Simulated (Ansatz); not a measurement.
The system is CdTe.

```
Te Cd
1.0
     0.00000    3.20500    3.20500
     3.20500    0.00000    3.20500
     3.20500    3.20500    0.00000
Te Cd
1 1
Direct
  0.75000 0.75000 0.75000
  0.00000 0.00000 0.00000
```

Base run:

| Quantity | Value |
| --- | --- |
| Program | Ansatz 0.2.0 |
| Functional | RPBE |
| Potentials or basis | Ansatz PAW |
| Cutoff | 420 eV (not typed: the program's choice for these potentials) |
| k mesh | 7 × 7 × 7 |
| Occupations | fermi-dirac, width 0.05 eV |
| Spin | no spin polarisation |

Its results: band gap on the k mesh 1.03 eV, direct; pressure 6.0 GPa.

The run is repeated on the same cell with these changes: functional from RPBE to PBEsol. What comes out?

Band gap on the k mesh 0.76 eV, direct; pressure 1.7 GPa.

PBEsol binds more tightly than RPBE, so the same cell stands under less pressure.

Caveats: spin-orbit coupling is left out, which moves the levels of the heavy elements; the PAW data sets come from PBE, with cores solved anew for the run's functional, which leaves a small shift of forces and pressure.
